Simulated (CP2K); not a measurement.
HfO2:

```xyz
6
Lattice="3.5580 0.0000 0.0000 0.0000 3.5580 0.0000 0.0000 0.0000 5.1719" Properties=species:S:1:pos:R:3 pbc="T T T"
Hf    0.0000    0.0000    0.0000
Hf    1.7790    1.7790    2.5859
O     0.0000    1.7790    1.0199
O     1.7790    0.0000    1.5660
O     1.7790    0.0000    4.1519
O     0.0000    1.7790    3.6059
```

Measurements of this composition are mostly on another form, of space group No. 14.

Base run:

```yaml
Program: CP2K 2026.2
Functional: PBE
Potentials_or_basis: GTH_POTENTIALS Hf GTH-PBE-q12, O GTH-PBE-q6; DZVP-MOLOPT-SR-GTH basis
Density_cutoff: 8163 eV
k_mesh: 8 × 8 × 5
Occupations: fermi-dirac, width 0.05 eV
Spin: no spin polarisation
```

Its results: band gap on the k mesh 4.78 eV, indirect (least direct gap 4.85 eV); pressure 2.3 GPa; largest force 0.055 eV/Å.

The run is repeated on the same cell with these changes: functional from PBE to LDA. What comes out?

Band gap on the k mesh 4.65 eV, indirect (least direct gap 4.73 eV); pressure -7.8 GPa; largest force 0.019 eV/Å.

LDA binds more tightly than PBE, so the same cell stands under less pressure.

Caveats: spin-orbit coupling is left out, which moves the levels of the heavy elements; the basis of atomic orbitals isn't converged, which shifts pressures, moduli and gaps; the potentials were made for another functional, which shifts forces and pressure (some runs).
